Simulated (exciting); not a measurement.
Runs of exciting (release sodium) on Li2S. It takes space group Fm-3m (No. 225, cubic). The conventional cell has a = 5.689 Å, b = 5.689 Å, c = 5.689 Å, α = 90.00°, β = 90.00°, γ = 90.00°. S (site symmetry m-3m) has 8 Li at 2.46 Å as nearest neighbours. Li (site symmetry -43m) has 4 S at 2.46 Å as nearest neighbours. 

```csv
level,outputlevel,gap on the mesh (eV)
LDA,low,3.17
revPBE,high,3.52
PBEsol,normal,3.22
RPBE,low,(a)
```

Alike in all rows: task band structure; potentials or basis all-electron LAPW+lo, shipped species files, valence relativity zora; no spin polarisation; cell as given; k mesh 8 × 8 × 8; smearing fermi-dirac 0.05 eV; rgkmax 7.

Task: Estimate the missing entries.

Result: (a) 3.56.

Runs at the PBE level aren't shown here.
